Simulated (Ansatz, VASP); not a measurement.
**KBr: VASP beside Ansatz**

```
K Br
1.0
     0.00000    3.29250    3.29250
     3.29250    0.00000    3.29250
     3.29250    3.29250    0.00000
K Br
1 1
Direct
  0.00000 0.00000 0.00000
  0.50000 0.50000 0.50000
```

Alike in both runs: task relaxation of cell and atoms; functional PBE; k mesh 6 × 6 × 6; occupations gaussian, width 0.02 eV; no spin polarisation.

|  | VASP | Ansatz |
| --- | --- | --- |
| version | VASP 6.6.1 | Ansatz 0.2.0 |
| potentials or method | VASP PAW PBE potentials, release 64 (K_sv, Br) | scalar-relativistic, plane waves, PAW |
| plane-wave cutoff (eV) | 600 | 420 |
| valence electrons in the cell | 16 | 16 |

|  | VASP | Ansatz | Ansatz less VASP |
| --- | --- | --- | --- |
| gap on the k mesh at the Fermi level, each at its own relaxed structure (eV) | 4.30 | 4.32 | +0.014 |
| relaxed volume (Å³/atom) | 37.77 | 37.59 | -0.183 |
| relaxed cell length with the largest relative difference (Å) | 4.745 | 4.737 | -0.0077 |
| energy change over the relaxation (meV/atom) | -5 | -5 | +0.5 |

A hybrid or GW would open this gap; PBE tends to underestimate it. Zero-point motion and thermal expansion aren't in these numbers. PBE usually gives volumes a little too large and moduli too small.
